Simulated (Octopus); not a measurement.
## ZnS under changes of volume

One of the cells (19.727 Å³/atom); the others are scaled copies at fixed shape and fractional positions:

```xyz
2
Lattice="0.0000 2.7020 2.7020 2.7020 0.0000 2.7020 2.7020 2.7020 0.0000" Properties=species:S:1:pos:R:3 pbc="T T T"
Zn    4.0530    4.0530    4.0530
S     0.0000    0.0000    0.0000
```

```yaml
Program: Octopus 16.4
Functional: PBEsol
Potentials_or_basis: pseudodojo_pbesol (PseudoDojo 0.4, PBEsol)
Grid_spacing: 0.132 Å
k_mesh: 9 × 9 × 9
Occupations: fermi-dirac, width 0.05 eV
Spin: no spin polarisation
```

| volume (Å³/atom) | energy over the lowest point (meV/atom) | gap on the mesh (eV) |
| --- | --- | --- |
| 18.543 | 7.09 | 2.24 |
| 18.938 | 1.40 | 2.15 |
| 19.332 | 0.00 | 2.06 |
| 19.727 | ? | ? |
| 20.121 | 7.90 | 1.89 |
| 20.516 | 15.65 | 1.81 |
| 20.910 | 26.78 | 1.73 |

**Question.** What does the run at 19.727 Å³/atom give?

**Answer.** Energy over the lowest point 2.25 meV/atom; gap on the mesh 1.98 eV.

Worked out: A Birch-Murnaghan fit of order 3 (a polynomial in V^(-2/3)) to the other rows has its minimum at 19.28 Å³/atom with B0 = V·E''(V) = 74 GPa and B' = 5.2. It gives 2.24 meV/atom at 19.727 Å³/atom, against the run's 2.25. A straight line through the other rows of the gap, of slope -4.25 eV per unit of ln V (its deformation potential), gives 1.98 eV, against the run's 1.98.

Energies are extrapolated to zero smearing.
